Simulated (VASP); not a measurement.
# WC (P-6m2) in VASP: notebook

The runs below take WC through single point, relaxation of cell and atoms, with PBEsol.

Program: VASP 6.6.1. These are calculated values, not measurements. Logs are shortened: lines on timing, memory, paths and dates and some standing lists are left out, and cuts for length are marked.

## Step 1: The structure

The structure is hexagonal, space group P-6m2 (No. 187). The conventional cell has a = 2.898 Å, b = 2.898 Å, c = 2.828 Å, α = 90.00°, β = 90.00°, γ = 120.00°. Around W (site symmetry -6m2) lie 6 C at 2.19 Å. Around C (site symmetry -6m2) lie 6 W at 2.19 Å.

## Step 2: Single point, PBEsol ((0 0 1) slab cut from the bulk)

File INCAR:

```
SYSTEM = W4C3
PREC = Accurate
ENCUT = 520
EDIFF = 1E-7
ISMEAR = 0
SIGMA = 0.1
LREAL = .False.
LASPH = .True.
NELM = 100
ALGO = Fast
ISIF = 2
LWAVE = .False.
LCHARG = .False.
LDIPOL = .True.
IDIPOL = 3
DIPOL = 0.5 0.5 0.500
GGA = PS
NBANDS = 43
```

File KPOINTS:

```
regular mesh
0
Gamma
  12 12 1
  0 0 0
```

File POSCAR:

```
W4C3
1.0
    2.8984136656      0.0000000000      0.0000000000
   -1.4492068328      2.5100998651      0.0000000000
    0.0000000000      0.0000000000     23.4828357183
W C
4 3
Direct
    0.0000000000      0.0000000000      0.3193822113
    0.0000000000      0.0000000000      0.4397940704
    0.0000000000      0.0000000000      0.5602059296
    0.0000000000      0.0000000000      0.6806177887
    0.6666666667      0.3333333333      0.3795881409
    0.6666666667      0.3333333333      0.5000000000
    0.6666666667      0.3333333333      0.6204118591
```

Potentials or basis: VASP PAW PBE potentials, release 64 (W_sv, C).

On the command line:

```sh
> cat potpaw_PBE.64/W_sv/POTCAR potpaw_PBE.64/C/POTCAR > POTCAR
> mpirun -np 1 vasp_std > vasp.out
```

OUTCAR:

```text
SYSTEM = W4C3
   PREC = Accurate
   ENCUT = 520
   EDIFF = 1E-7
   ISMEAR = 0
   LREAL = .False.
   LASPH = .True.
   NELM = 100
   ISIF = 2
   GGA = PS

 ion  position               nearest neighbor table
   1  0.000  0.000  0.319-   5 2.19   5 2.19   5 2.19   2 2.83
   2  0.000  0.000  0.440-   5 2.19   5 2.19   5 2.19   6 2.19   6 2.19   6 2.19   1 2.83   3 2.83

   3  0.000  0.000  0.560-   7 2.19   7 2.19   7 2.19   6 2.19   6 2.19   6 2.19   4 2.83   2 2.83

   4  0.000  0.000  0.681-   7 2.19   7 2.19   7 2.19   3 2.83
   5  0.667  0.333  0.380-   2 2.19   2 2.19   2 2.19   1 2.19   1 2.19   1 2.19
   6  0.667  0.333  0.500-   2 2.19   3 2.19   2 2.19   3 2.19   2 2.19   3 2.19
   7  0.667  0.333  0.620-   3 2.19   3 2.19   3 2.19   4 2.19   4 2.19   4 2.19

  LATTYP: Found a hexagonal cell.
 ALAT       =     2.8984136656
 C/A-ratio  =     8.1019614270

  Lattice vectors:

 A1 = (   2.8984136656,   0.0000000000,   0.0000000000)
 A2 = (  -1.4492068328,   2.5100998651,   0.0000000000)
 A3 = (   0.0000000000,   0.0000000000,  23.4828357183)

Analysis of symmetry for initial positions (statically):
=====================================================================
 Subroutine PRICEL returns:
 Original cell was already a primitive cell.

 Routine SETGRP: Setting up the symmetry group for a
 hexagonal supercell.

 Subroutine GETGRP returns: Found 12 space group operations
 (whereof 12 operations were pure point group operations)
 out of a pool of 24 trial point group operations.

The static configuration has the point symmetry D_3h.

Analysis of symmetry for dynamics (positions and initial velocities):
=====================================================================
 Subroutine PRICEL returns:
 Original cell was already a primitive cell.

 Routine SETGRP: Setting up the symmetry group for a
 hexagonal supercell.

 Subroutine GETGRP returns: Found 12 space group operations
 (whereof 12 operations were pure point group operations)
 out of a pool of 24 trial point group operations.

The dynamic configuration has the point symmetry D_3h.

 Subroutine INISYM returns: Found 12 space group operations
 (whereof 12 operations are pure point group operations),
 and found     1 'primitive' translations

----------------------------------------------------------------------------------------

                                     Primitive cell

  volume of cell :     170.8449

  direct lattice vectors                    reciprocal lattice vectors
     2.898413666  0.000000000  0.000000000     0.345016314  0.199195262  0.000000000
    -1.449206833  2.510099865  0.000000000     0.000000000  0.398390524  0.000000000
     0.000000000  0.000000000 23.482835718     0.000000000  0.000000000  0.042584295

  length of vectors
     2.898413666  2.898413666 23.482835718     0.398390524  0.398390524  0.042584295

  position of ions in fractional coordinates (direct lattice)
     0.000000000  0.000000000  0.319382211
     0.000000000  0.000000000  0.439794070
     0.000000000  0.000000000  0.560205930
     0.000000000  0.000000000  0.680617789
     0.666666667  0.333333333  0.379588141
     0.666666667  0.333333333  0.500000000
     0.666666667  0.333333333  0.620411859

  ion indices of the primitive-cell ions
   primitive index   ion index
                 1           1
                 2           2
                 3           3
                 4           4
                 5           5
                 6           6
                 7           7

----------------------------------------------------------------------------------------

 KPOINTS: regular mesh

Automatic generation of k-mesh.
 Grid dimensions read from file:
 generate k-points for:   12   12    1

 Generating k-lattice:

  Cartesian coordinates                     Fractional coordinates (reciprocal lattice)
     0.028751360  0.016599605  0.000000000     0.083333333 -0.000000000  0.000000000
     0.000000000  0.033199210  0.000000000     0.000000000  0.083333333  0.000000000
     0.000000000  0.000000000  0.042584295     0.000000000  0.000000000  1.000000000

  Length of vectors
     0.033199210  0.033199210  0.042584295

  Shift w.r.t. Gamma in fractional coordinates (k-lattice)
     0.000000000  0.000000000  0.000000000

 Subroutine IBZKPT returns following result:
 ===========================================

 Found     19 irreducible k-points:

 Following reciprocal coordinates:
            Coordinates               Weight
  0.000000  0.000000  0.000000      1.000000
  0.083333 -0.000000  0.000000      6.000000
  0.166667 -0.000000  0.000000      6.000000
  0.250000 -0.000000  0.000000      6.000000
  0.333333 -0.000000  0.000000      6.000000
  0.416667 -0.000000  0.000000      6.000000
[... 11 lines left out ...]
  0.333333  0.250000  0.000000     12.000000
  0.333333  0.333333  0.000000      2.000000
   k-points           NKPTS =     19   k-points in BZ     NKDIM =     19   number of bands    NBANDS=     43
   number of dos      NEDOS =    301   number of ions     NIONS =      7
   total plane-waves  NPLWV = 103680
   dimension x,y,z NGX =    24 NGY =   24 NGZ =  180
   dimension x,y,z NGXF=    48 NGYF=   48 NGZF=  360
   ions per type =               4   3
   NGX,Y,Z   is equivalent  to a cutoff of  13.77, 13.77, 12.74 a.u.
   NGXF,Y,Z  is equivalent  to a cutoff of  27.53, 27.53, 25.49 a.u.
 SYSTEM =  W4C3
   PREC   = accura    normal or accurate (medium, high low for compatibility)
   ISTART =      0    job   : 0-new  1-cont  2-samecut
   ICHARG =      2    charge: 1-file 2-atom 10-const
   ISPIN  =      1    spin polarized calculation?
   LNONCOLLINEAR =      F non collinear calculations
   LSORBIT =      F    spin-orbit coupling
   LASPH  =      T    aspherical Exc in radial PAW
   ENCUT  =  520.0 eV  38.22 Ry    6.18 a.u.   5.39  5.39 43.66*2*pi/ulx,y,z
   NELM   =    100;   NELMIN=  2; NELMDL= -5     # of ELM steps
   EDIFF  = 0.1E-06   stopping-criterion for ELM
   LREAL  =      F    real-space projection
   EDIFFG = 0.1E-05   stopping-criterion for IOM
   NSW    =      0    number of steps for IOM
   IBRION =     -1    ionic relax: 0-MD 1-quasi-New 2-CG
   NFREE  =      0    steps in history (QN), initial steepest desc. (CG)
   ISIF   =      2    stress and relaxation
   ISYM   =      2    0-nonsym 1-usesym 2-fastsym
   POTIM  = 0.5000    time-step for ionic-motion
   TEBEG  =    0.0;   TEEND  =   0.0 temperature during run
   PSTRESS=    0.0 pullay stress
   NELECT =      68.0000    total number of electrons
   NUPDOWN=      -1.0000    fix difference up-down
   EMIN   =  10.00;   EMAX   =-10.00  energy-range for DOS
   EFERMI =   0.00;   METHOD = LEGACY
   ISMEAR =     0;   SIGMA  =   0.10  broadening in eV -4-tet -1-fermi 0-gaus
   EFERMI_NEDOS =   21; number of points for ismear=-14 and -15
   IALGO  =     68    algorithm
   IMIX   =      4    mixing-type and parameters
     AMIX     =   0.40;   BMIX     =  1.00
     AMIX_MAG =   1.60;   BMIX_MAG =  1.00
  volume/ion in A,a.u.               =      24.41       164.70
  Fermi-wavevector in a.u.,A,eV,Ry     =   1.204233  2.275670 19.730855  1.450177
  Thomas-Fermi vector in A             =   2.339964
   LORBIT       =      0    0 simple, 1 ext, 2 COOP (PROOUT), +10 PAW based schemes
   GGA     = PS    functional components
   LHFCALC =     F    Hartree Fock is set to
   AEXX    =    0.0000 exact exchange contribution
   IVDW    =     0    specifies the selected vdW correction
   LEPSILON=     F    determine dielectric tensor
   LRPA    =     F    only Hartree local field effects (RPA)
 non-spin polarized calculation
 RMM-DIIS sequential band-by-band and
 Gauss-broadening in eV      SIGMA  =   0.10
  energy-cutoff  :      520.00
  volume of cell :      170.84
 maximum number of plane-waves:      4671
 NGX is ok and might be reduce to    24
   NGX = 11   NGY = 11   NGZ = 87

 number of electron      67.9999999 magnetization

 dipolmoment           0.000000      0.000000     -0.000000 electrons x Angstroem

 Free energy of the ion-electron system (eV)
  ---------------------------------------------------
  ext. energy  EPLUGINS =         0.00000000
  ---------------------------------------------------
  free energy    TOTEN  =       -82.11670519 eV

  energy without entropy =      -82.10246163  energy(sigma->0) =      -82.10958341

 E-fermi :   2.5687     XC(G=0):  -7.2607

 val. band max:        2.4760343984   @ k =   0.4167  -0.0000   0.0000
 cond. band min:       2.5864331972   @ k =   0.4167   0.0833   0.0000
 fundamental gap:      0.1103987988
 Fermi energy:         2.5687045016

 k-point     1 :       0.0000    0.0000    0.0000
  band No.  band energies     occupation
      1     -71.7618      2.00000
      2     -71.7404      2.00000
      3     -71.6276      2.00000
      4     -71.6274      2.00000
      5     -36.4687      2.00000
      6     -36.2388      2.00000
[... 35 lines left out ...]
     42       5.1875      0.00000
     43       5.3666      0.00000

 k-point     2 :       0.0833   -0.0000    0.0000
  band No.  band energies     occupation
      1     -71.7577      2.00000
      2     -71.7364      2.00000
      3     -71.6238      2.00000
      4     -71.6236      2.00000
      5     -36.4577      2.00000
      6     -36.2295      2.00000
[... 35 lines left out ...]
     42       5.3484      0.00000
     43       7.0297      0.00000

 k-point     3 :       0.1667   -0.0000    0.0000
  band No.  band energies     occupation
      1     -71.7466      2.00000
      2     -71.7254      2.00000
      3     -71.6134      2.00000
      4     -71.6132      2.00000
      5     -36.4274      2.00000
      6     -36.2043      2.00000
[... 35 lines left out ...]
     42       5.9216      0.00000
     43       5.9343      0.00000

 k-point     4 :       0.2500   -0.0000    0.0000
  band No.  band energies     occupation
      1     -71.7314      2.00000
      2     -71.7104      2.00000
      3     -71.5991      2.00000
      4     -71.5989      2.00000
      5     -36.3857      2.00000
      6     -36.1700      2.00000
[... 633 lines left out ...]
     42       7.1476      0.00000
     43       7.4520      0.00000

 k-point    18 :       0.3333    0.2500    0.0000
  band No.  band energies     occupation
      1     -71.6954      2.00000
      2     -71.6747      2.00000
      3     -71.5653      2.00000
      4     -71.5651      2.00000
      5     -36.3151      2.00000
      6     -36.2853      2.00000
[... 35 lines left out ...]
     42       6.9577      0.00000
     43       7.9689      0.00000

 k-point    19 :       0.3333    0.3333    0.0000
  band No.  band energies     occupation
      1     -71.6933      2.00000
      2     -71.6727      2.00000
      3     -71.5634      2.00000
      4     -71.5632      2.00000
      5     -36.2795      2.00000
      6     -36.2393      2.00000
[... 35 lines left out ...]
     42       7.3726      0.00000
     43       7.5353      0.00000

------------------------ aborting loop because EDIFF is reached ----------------------------------------

 vacuum level on the upper side and lower side of the slab       (xc-potential included)        -0.130        -0.130

  FORCE on cell =-STRESS in cart. coord.  units (eV):
  Direction    XX          YY          ZZ          XY          YZ          ZX
  --------------------------------------------------------------------------------------
  -------------------------------------------------------------------------------------
  Total       -5.9633517     -5.9633517     -3.3959616      0.0000000      0.0000000      0.0000000
  in kB      -55.9241120    -55.9241120    -31.8472139      0.0000000      0.0000000      0.0000000
  external PRESSURE =     -47.8984793 kB  Pullay stress =       0.0000000 kB

 VOLUME and BASIS-vectors are now :
 -----------------------------------------------------------------------------
  energy-cutoff  :      520.00
  volume of cell :      170.84
      direct lattice vectors                 reciprocal lattice vectors
     2.898413666  0.000000000  0.000000000     0.345016314  0.199195262  0.000000000
    -1.449206833  2.510099865  0.000000000     0.000000000  0.398390524  0.000000000
     0.000000000  0.000000000 23.482835718     0.000000000  0.000000000  0.042584295

 POSITION                                       TOTAL-FORCE (eV/Angst)
 -----------------------------------------------------------------------------------
      0.00000      0.00000      7.50000         0.000000      0.000000      1.080830
      0.00000      0.00000     10.32761        -0.000000     -0.000000     -0.379517
      0.00000      0.00000     13.15522        -0.000000      0.000000      0.379517
      0.00000      0.00000     15.98284         0.000000     -0.000000     -1.080830
      1.44921      0.83670      8.91381         0.000000      0.000000     -0.840534
      1.44921      0.83670     11.74142        -0.000000     -0.000000      0.000000
      1.44921      0.83670     14.56903         0.000000      0.000000      0.840534
 -----------------------------------------------------------------------------------
    total drift:                               -0.000000      0.000000      0.000000

  FREE ENERGIE OF THE ION-ELECTRON SYSTEM (eV)
  ---------------------------------------------------
  free  energy   TOTEN  =       -82.1167051926 eV

  energy  without entropy=      -82.1024616349  energy(sigma->0) =      -82.10958341

 vacuum level on the upper side and lower side of the slab         7.424         7.424
```

Run time: 2.4 min. Hardware: 1 thread of Intel Xeon 6975P-C (Granite Rapids), shared host; peak memory 0.37 GiB.

Results:

| Property | Result |
| --- | --- |
| Free energy | -82.1167 eV |
| Largest force | 1.081 eV/Å |
| Band gap on the k mesh | none (metal or under the smearing width) |

Forces on the atoms (eV/Å):
```
W    0.000  0.000  1.081
W    0.000  0.000 -0.380
W    0.000  0.000  0.380
W    0.000  0.000 -1.081
C    0.000  0.000 -0.841
C    0.000  0.000  0.000
C    0.000  0.000  0.841
```

Caveat: the PAW data sets were made with another functional, which shifts forces and pressure a little.

[end of part 1 of 2]
